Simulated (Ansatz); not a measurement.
**C (001), diamond: biaxial strain and the free axis**

A thin film takes the in-plane lattice of its substrate and is free along the normal. How do the free axis and the stress follow the misfit? The strained cell has c along the film normal; unstrained it is a = 2.5129 Å, b = 2.5129 Å, c = 3.5537 Å, α = 90.00°, β = 90.00°, γ = 90.00°, with 4 atoms.

Calculated with Ansatz 0.2.0, PBEsol, PAW files of the set soft_1, cutoff 600 eV, Fermi–Dirac smearing 0.02 eV, k-mesh 11×11×8, no spin polarisation, no spin-orbit coupling.

Relaxed positions at 0 %:

```
atom       x       y       z
   C  0.0000  0.0000  0.5000
   C  0.5000  0.0000  0.7500
   C  0.5000  0.5000  0.0000
   C  0.0000  0.5000  0.2500
```

```csv
ε∥ (%),a (Å),c (Å),ε⊥ (%),"σ (GPa, tension positive)"
−3,2.4375,3.5823,0.805,−39.35
−2,2.4626,3.5726,0.531,−25.28
−1,2.4877,3.5631,0.264,−12.18
0,2.5129,3.5537,0.000,0.00
2,2.5631,3.5354,−0.515,21.81
3,2.5882,3.5265,−0.767,31.53
```

**Question.** Fit both responses and give the free strain and the stress at +1 %, a row left out above.

Least squares with y = y0 + y1 ε + y2 ε² (ε in %) gives ε⊥ = 0.000 + (−0.2619) ε + (0.0021) ε² and σ = 0.02 + (11.799) ε + (−0.437) ε² GPa. The linear terms put the ratio of free to applied strain at −0.262 and the biaxial modulus at 1180 GPa.

At +1 % the free strain comes out as −0.260 %. The run itself gives −0.260 %, so the estimate misses by 0.000 %, a rounding's worth.

The stress comes out as 11.38 GPa. The run itself gives 11.31 GPa, so the estimate misses by 0.07 GPa; the fitted rows themselves lie up to 0.06 GPa off the law.

For a cubic crystal strained in (001), ε⊥/ε∥ = −R with R = 2C12/C11, the modulus is C11 + C12 − 2C12²/C11 = C11(1 + R/2 − R²/2), so C11 = 1076 GPa and C12 = 141 GPa. Measured: C11 = 1074.8 and C12 = 125.3 GPa (pmc:5324052), a ratio of 0.233.

The negative ε² term means that the crystal stiffens in compression and softens in tension.

[Logs are printed without paths, hosts, clocks, repeated set-up lines and the standing remarks that a program may print on its own settings, such as how far it seeks lower states.]
